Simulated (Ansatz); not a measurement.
# ZnSe (NiAs type): the cost of one run

Method: DFT PBE, with the methods named in each step, in Ansatz 0.2.0.

**1. The system as given**

It takes space group P6_3/mmc (No. 194, hexagonal). Conventional cell: a = 3.820 Å, b = 3.820 Å, c = 6.180 Å, α = 90.00°, β = 90.00°, γ = 120.00°. Zn (site symmetry -3m) is surrounded by 6 Se at 2.69 Å and 2 Zn at 3.09 Å. Se (site symmetry -6m2) is surrounded by 6 Zn at 2.69 Å.

Coordinates:

```
CELL_PARAMETERS angstrom
3.81967 0.00000 0.00000
-1.90984 3.30793 0.00000
0.00000 0.00000 6.18001
ATOMIC_POSITIONS crystal
Zn 0.00000 0.00000 0.00000
Zn 0.00000 0.00000 0.50000
Se 0.33333 0.66667 0.25000
Se 0.66667 0.33333 0.75000
```

Whether this phase is the stable one at these pressures isn't tested.

Atoms are numbered in the order of the input: Zn1, Zn2, Se3, Se4.

**2. The reference volume, LAPW**

The input, input.yaml:

```yaml
crystal:
  lattice:
    - [3.8196724184, 0.0, 0.0]
    - [-1.9098362092, 3.3079333485, 0.0]
    - [0.0, 0.0, 6.1800138935]
  atoms:
    - { symbol: Zn, position: [0.0, 0.0, 0.0] }
    - { symbol: Zn, position: [0.0, 0.0, 0.5] }
    - { symbol: Se, position: [0.3333333333, 0.6666666667, 0.25] }
    - { symbol: Se, position: [0.6666666667, 0.3333333333, 0.75] }
kpoints:
  mp_grid: { grid: [10, 10, 6] }
  band_path:
    path:
      - [0.0, 0.0, 0.0]
      - [0.5, 0.0, 0.0]
      - [0.3333333333, 0.3333333333, 0.0]
      - [0.0, 0.0, 0.0]
      - [0.0, 0.0, 0.5]
      - [0.5, 0.0, 0.5]
      - [0.3333333333, 0.3333333333, 0.5]
      - [0.0, 0.0, 0.5]
      - [0.5, 0.0, 0.5]
    npoints: 14
scf:
  occupations: { method: fermi_dirac, width: 0.08 }
hamiltonian:
  xc: pbe
  pseudopotentials: { kind: all_electron, lapw: { basis_error: 0.001 } }
output:
  forces: true
  stress: true
  eigenvalues: true
  populations: true
  dos: { projected: true, de: 0.2, e_range: [-14, 8] }
```

Launch:

```
$ ansatz run input.yaml --threads 1 --pin off --max-ram 3072MiB --backend cpu --events-out ev --progress --plain --runs-dir out
```

Q: Estimate wall time and peak memory on 1 thread of Arm Neoverse V1, shared host.

About 91 s, with a peak of 0.59 GiB.
